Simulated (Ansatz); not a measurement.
Band edges of ZrSe$_{2}$ (P-3m1)

```
Zr Se
1.0
     3.72771    0.00000    0.00000
    -1.86386    3.22829    0.00000
     0.00000    0.00000    6.13676
Zr Se
1 2
Direct
  0.00000 0.00000 0.00000
  0.33333 0.66667 0.25890
  0.66667 0.33333 0.74110
```

Level of theory, where no other is named: PBEsol, all-electron LAPW in Ansatz 0.2.0, scalar-relativistic. k mesh 12×12×6, Fermi-Dirac smearing of 0.050 eV, basis error target 1 meV/atom. The cell was relaxed by PAW under this functional, which moved its volume by -5 % from the database entry's.

Extrema are searched on a 14×14×8 mesh and refined by Newton steps; masses come from band slopes 0.005 Å⁻¹ away, 1/m* = (1/ħ²) d²E/dk², negative for holes (the finite step makes the lightest masses up to about 3 % heavy). k is in units of the reciprocal vectors.

(1) Where are the band edges, and is the gap direct?

(2) What are the electron masses at the edge?

(3) Several bands lie at or near the hole edge, or its surface isn't an ellipsoid. What are the masses by direction?

(4) Along the Cartesian direction x the conduction slope is 0.209 eV·Å one step out. What is it four steps out, and what does that say?

(5) What gap does PAW give in the same cell?

## Answers

(1) The valence maximum lies at Gamma (0.000, 0.000, 0.000) and the conduction minimum at L (0.000, -0.500, -0.500), so the Kohn-Sham gap of 0.085 eV is indirect; the least direct gap on the mesh is 1.020 eV.

(2) The principal masses are 0.182, 0.443, 2.35 mₑ. One valley has a density-of-states mass (m₁m₂m₃)^(1/3) = 0.575; 3 valleys give N^(2/3) times that, 1.2; the direction-averaged conductivity mass 3/Σ(1/mᵢ) is 0.367 mₑ.

(3) 

```tsv
direction	branch from the edge	its level at the point (eV from the edge)	m*/mₑ
x	1	0.000	-0.248
x	2	0.000	-0.113
x	3	-0.032	22.5
y	1	0.000	-0.249
y	2	0.000	-0.113
y	3	-0.032	22.5
z	1	0.000	-1.79
z	2	0.000	-1.79
z	3	-0.032	-0.129
x+y	1	0.000	-0.249
x+y	2	0.000	-0.113
x+y	3	-0.032	22.5
x+z	1	0.000	-0.46
x+z	2	0.000	-0.207
x+z	3	-0.032	-0.259
y+z	1	0.000	-0.573
y+z	2	0.000	-0.19
y+z	3	-0.032	-0.259
x+y+z	1	0.000	-0.314
x+y+z	2	0.000	-0.173
x+y+z	3	-0.032	-0.391
```

(4) 0.8202 eV·Å, 3.925 times the first; a parabola would give 4, so the band is nearly parabolic here.

(5) 0.085 eV, 0 meV from the LAPW value.

Keep in mind: no spin-orbit coupling on heavy atoms; semilocal gaps are low, and what follows the gap (onsets, screening, light masses) shifts with it; no dispersion correction, so the spacing and stiffness between layers or molecules are poor; without spin-orbit coupling, bands that meet at the valence top are not the light and heavy holes of experiment; the k mesh misses the point K, so gaps read on it can be too wide; the frozen-core PAW files of the compared runs were fitted under PBE, their cores solved anew for this functional.
